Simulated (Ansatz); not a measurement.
Runs of Ansatz 0.2.0 on ZnCu. It takes space group Pm-3m (No. 221, cubic). The conventional cell has a = 2.945 Å, b = 2.945 Å, c = 2.945 Å, α = 90.00°, β = 90.00°, γ = 90.00°. Zn (site symmetry m-3m) is surrounded by 8 Cu at 2.55 Å. Around Cu (site symmetry m-3m) lie 8 Zn at 2.55 Å. 

```csv
task,potentials or basis,cell,cutoff (eV),points for each segment of the path,target pressure (GPa),gap on the mesh (eV),pressure (GPa)
band structure,PseudoDojo standard (PBE files),as given,1252,14,-,none,2.4
band structure,Ansatz PAW,as given,420,14,-,none,2.6
band structure,SPMS NC,as given,952,14,-,none,(a)
relaxation of cell and atoms,Ansatz PAW,relaxed,420,-,0,none,0.0
band structure,Ansatz NC,as given,1252,14,-,none,2.5
band structure,Ansatz PAW earlier set,as given,700,14,-,none,2.5
band structure,JTH PAW,as given,1350,14,-,none,2.4
relaxation of cell and atoms,Ansatz PAW,relaxed to 20 GPa,420,-,20,none,20.0
```

Alike in all rows: level PBE; no spin polarisation; k mesh 9 × 9 × 9; smearing fermi-dirac 0.05 eV.

Question: Estimate the missing entries.

Answer: (a) 2.8.

Caveats: the plane-wave basis is chosen anew once the cell has moved, so the energies of steps on either side of that aren't comparable (some runs).

A gap of «none» marks a metal or a gap under the smearing width.

The runs don't all hold the same shells in valence.
